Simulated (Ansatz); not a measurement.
WS2 (Tungstenite):

```
CELL_PARAMETERS angstrom
3.18000 0.00000 0.00000
-1.59000 2.75396 0.00000
0.00000 0.00000 12.50000
ATOMIC_POSITIONS crystal
W 0.66667 0.33333 0.75000
W 0.33333 0.66667 0.25000
S 0.66667 0.33333 0.37500
S 0.33333 0.66667 0.87500
S 0.66667 0.33333 0.12500
S 0.33333 0.66667 0.62500
```

Base run:

* Program: Ansatz 0.2.0
* Functional: PBE
* Potentials or basis: all-electron LAPW, scalar-relativistic
* Cutoff: 283 eV
* Density cutoff: 1132 eV
* Basis error allowed: 0.001 eV/atom
* k mesh: 10 × 10 × 3
* Occupations: fermi-dirac, width 0.05 eV
* Spin: no spin polarisation

Its results: band gap on the k mesh 1.12 eV, indirect (least direct gap 2.09 eV); pressure 2.3 GPa; largest force 0.133 eV/Å.

Question: The run is repeated on the same cell with these changes: functional from PBE to PBEsol. What comes out?

Answer: Band gap on the k mesh 1.08 eV, indirect (least direct gap 2.08 eV); pressure -2.7 GPa; largest force 0.152 eV/Å.

PBEsol binds more tightly than PBE, so the same cell stands under less pressure.

Caveats: spin-orbit coupling is left out, which moves the levels of the heavy elements; an odd mesh through Γ misses points on the zone boundary, where band edges often lie; this functional lacks dispersion, which binds the layers, so the pressure and a relaxed spacing across them are unreliable.

Not every run made on this cell is shown here.
